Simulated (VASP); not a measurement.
Wanted: the native input for a VASP 6.6.1 run.

| Quantity | Value |
| --- | --- |
| Task | relaxation of cell and atoms |
| Functional | rev-vdW-DF2 |
| Potentials or basis | VASP PAW PBE potentials, release 64 (Fe, O) |
| Cutoff | 600 eV |
| k mesh | 8 × 8 × 8 |
| Occupations | fermi-dirac, width 0.05 eV |
| Spin | collinear spin, ferromagnetic start |
| Starting moments | [3.0, 0.0] μB |
| Further INCAR settings | ALGO = Fast; EDIFF = 1e-06; IBRION = 2; EDIFFG = -0.02; NSW = 60; ISIF = 3 |

The structure of FeO (Wuestite) lies in POSCAR:

```
FeO
1.0
    0.0000000000      2.1554000000      2.1554000000
    2.1554000000      0.0000000000      2.1554000000
    2.1554000000      2.1554000000      0.0000000000
Fe O
1 1
Direct
    0.0000000000      0.0000000000      0.0000000000
    0.5000000000      0.5000000000      0.5000000000
```

The input as run:

INCAR

```
SYSTEM = FeO
  PREC = Accurate
  ENCUT = 600
  EDIFF = 1E-6
  ISMEAR = -1
  SIGMA = 0.05
  LREAL = .False.
  LASPH = .True.
  NELM = 100
  ALGO = Fast
  ISIF = 3
  LWAVE = .False.
  LCHARG = .False.
  ISPIN = 2
  MAGMOM = 3 0
  LORBIT = 11
  LMAXMIX = 4
  GGA = MK
  LUSE_VDW = .True.
  AGGAC = 0.0
  PARAM1 = 0.1234
  PARAM2 = 0.711357
  ZAB_VDW = -1.8867
  IBRION = 2
  NSW = 60
  EDIFFG = -0.02
```

KPOINTS

```
Automatic mesh
0
Gamma
  8 8 8
  0 0 0
```

Potentials or basis: VASP PAW PBE potentials, release 64 (Fe, O).

Command:

```sh
$ cat potpaw_PBE.64/Fe/POTCAR potpaw_PBE.64/O/POTCAR > POTCAR
$ mpirun -np 1 vasp_std > vasp.out
```

Results of the run:

```json
{
 "Relaxed volume": "9.79 Å³/atom",
 "Relaxed cell": "a = 3.025 Å, b = 3.025 Å, c = 3.025 Å, α = 60.00°, β = 60.00°, γ = 60.00°",
 "Space group after relaxing (to 0.05 Å)": "Fm-3m (No. 225)",
 "Energy gained by relaxing": "3.0 meV/atom",
 "Ionic steps": "3",
 "Pressure after relaxing": "0.0 GPa",
 "Band gap on the k mesh": "none (metal or under the smearing width)",
 "Net moment": "4.00 μB per cell",
 "Site moments": "Fe +3.60; O +0.31 μB",
 "Valence electrons inside the program's atomic spheres": "Fe 6.79; O 4.99"
}
```

Caveat: the PAW data sets were made with another functional, which shifts forces and pressure a little; a cell with one magnetic atom can't hold antiferromagnetic order, which such compounds often take; semilocal functionals often make such compounds metallic where correlation or magnetic order opens a gap, which also shifts bond lengths.

It took 98 s on 1 thread of Intel(R) Xeon(R) Platinum 8259CL CPU @ 2.50GHz (Skylake/Cascade Lake) (shared host), peak memory 0.28 GiB.
